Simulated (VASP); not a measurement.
Here is a VASP 6.6.1 calculation.

Contents of POSCAR:

```
H10CO6
1.0
    5.4814800000      0.0000000000      0.0000000000
    0.0000000000      5.4814800000      0.0000000000
    0.0000000000      0.0000000000      5.4814800000
O H C
6 10 1
Direct
    0.0908553000      0.7769639100      0.7518764300
    0.5029923000      0.0672015500      0.5034658100
    0.3841562700      0.5984058000      0.2738023600
    0.6690650400     -0.0165044400      0.9914343600
    1.0169582800      0.1241587200      0.2479301100
    0.8654729100      0.4667681900      0.4125850700
    0.1716231300      0.9079512500      0.6638460000
    0.0321197200      0.6623522600      0.6229768600
    0.5566937200      0.1982093300      0.4058443500
    0.4479029900     -0.0507388800      0.3792204500
    0.5673934100      0.5900852500      0.2725404600
    0.3180143200      0.6511143000      0.1205309700
    0.6296586600      0.0603054300      0.8322226800
    0.7690323000     -0.1434042100      0.9181939000
    0.8587563000      0.0998941200      0.1285695700
    1.1659723600      0.2836124800      0.5161843100
    1.0077356300      0.2945191600      0.3969207800
```

The input INCAR.step1:

```
SYSTEM = H10CO6
  PREC = Accurate
  ENCUT = 520
  ISMEAR = -1
  SIGMA = 0.02
  LREAL = Auto
  LASPH = .TRUE.
  NELM = 80
  ISYM = 0
  GGA = PE
  ALGO = Normal
  EDIFF = 1E-4
  LWAVE = .TRUE.
  LCHARG = .FALSE.
```

INCAR.step2

```
SYSTEM = H10CO6
  PREC = Accurate
  ENCUT = 520
  EDIFF = 1E-5
  ISMEAR = -1
  SIGMA = 0.02
  LREAL = Auto
  LASPH = .TRUE.
  NELM = 80
  ALGO = Normal
  ISIF = 2
  LWAVE = .FALSE.
  LCHARG = .FALSE.
  METAGGA = R2SCAN
  LMIXTAU = .TRUE.
  IVDW = 12
  VDW_S6 = 1.0
  VDW_S8 = 0.78981345
  VDW_A1 = 0.49484001
  VDW_A2 = 5.73083694
  IBRION = 0
  NSW = 40
  POTIM = 1.5
  TEBEG = 500.0
  TEEND = 500.0
  ISYM = 0
  NELMIN = 4
  RANDOM_SEED = 32091 0 0
  MDALGO = 2
  SMASS = 0
  ISTART = 1
```

KPOINTS

```
regular mesh
0
G
  1 1 1
  0 0 0
```

Potentials or basis: VASP PAW PBE potentials, release 64 (O, H, C).

The run is started by

```bash
$ cat potpaw_PBE.64/O/POTCAR potpaw_PBE.64/H/POTCAR potpaw_PBE.64/C/POTCAR > POTCAR
$ cp INCAR.step1 INCAR
$ mpirun -np 1 vasp_gam > vasp.out
$ cp INCAR.step2 INCAR
$ mpirun -np 1 vasp_gam > vasp.out
```

Problem. What does it give for the dispersion energy per atom?

Solution. -0.020 eV.

The path:
| step | potential energy change (eV) | largest force (eV/Å) | pressure (GPa) | volume (Å³) | temperature (K) |
| --- | --- | --- | --- | --- | --- |
| 1 | 0.0000 | 3.9670 | 0.63 | 164.70 | 486 |
| 2 | 0.2245 | 3.9198 | -0.80 | 164.70 | 409 |
| 3 | 0.2556 | 3.0073 | -2.01 | 164.70 | 390 |
| 4 | 0.2078 | 2.2867 | -2.31 | 164.70 | 406 |
| 5 | 0.3255 | 4.1147 | -1.63 | 164.70 | 370 |
| 6 | 0.2353 | 3.8514 | -1.95 | 164.70 | 409 |
| 7 | 0.2074 | 4.6884 | -2.56 | 164.70 | 429 |
| 8 | 0.3122 | 4.4926 | -2.30 | 164.70 | 396 |
| 9 | 0.3102 | 5.7211 | -1.32 | 164.70 | 408 |
| 10 | 0.2206 | 4.2880 | -0.15 | 164.70 | 453 |
| 11 | 0.2374 | 3.3728 | 0.60 | 164.70 | 469 |
| 12 | 0.2120 | 2.7916 | 0.09 | 164.70 | 489 |
| 13 | 0.2734 | 3.3958 | -0.50 | 164.70 | 484 |
| 14 | 0.2051 | 2.8283 | -0.56 | 164.70 | 530 |
| 15 | 0.0224 | 2.7514 | 0.24 | 164.70 | 623 |
| 16 | 0.0316 | 4.3361 | 1.76 | 164.70 | 632 |
| 17 | 0.1394 | 4.3220 | 2.17 | 164.70 | 595 |
| 18 | 0.1660 | 3.7270 | 0.39 | 164.70 | 575 |
| 19 | 0.2947 | 3.6751 | -1.86 | 164.70 | 519 |
| 20 | 0.3855 | 2.5969 | -2.89 | 164.70 | 476 |
| 21 | 0.3624 | 2.3942 | -2.05 | 164.70 | 482 |
| 22 | 0.3356 | 3.4376 | -0.13 | 164.70 | 483 |
| 23 | 0.4983 | 3.9038 | 1.31 | 164.70 | 417 |
| 24 | 0.5135 | 3.4725 | 0.25 | 164.70 | 402 |
| 25 | 0.4716 | 3.7695 | -1.84 | 164.70 | 418 |
| 26 | 0.5240 | 4.5021 | -2.52 | 164.70 | 404 |
| 27 | 0.4318 | 4.5240 | -1.89 | 164.70 | 449 |
| 28 | 0.2506 | 3.8422 | -0.84 | 164.70 | 530 |
| 29 | 0.2406 | 2.9217 | 0.02 | 164.70 | 544 |
| 30 | 0.2425 | 4.3229 | -0.37 | 164.70 | 546 |
| 31 | 0.2158 | 3.2728 | -1.32 | 164.70 | 549 |
| 32 | 0.3477 | 3.9850 | -1.05 | 164.70 | 496 |
| 33 | 0.2729 | 3.8355 | -0.31 | 164.70 | 525 |
| 34 | 0.0869 | 3.7476 | 0.47 | 164.70 | 590 |
| 35 | 0.2263 | 3.3810 | 1.45 | 164.70 | 536 |
| 36 | 0.1590 | 2.9209 | 0.90 | 164.70 | 545 |
| 37 | 0.1198 | 2.5890 | 0.27 | 164.70 | 545 |
| 38 | 0.3271 | 3.3006 | 1.12 | 164.70 | 452 |
| 39 | 0.2084 | 3.6189 | 1.61 | 164.70 | 490 |
| 40 | -0.0113 | 2.6478 | 1.52 | 164.70 | 559 |

Caveat: the standard files for N, O and F lose accuracy on very short bonds; the PAW data sets were made with another functional, which shifts forces and pressure a little.
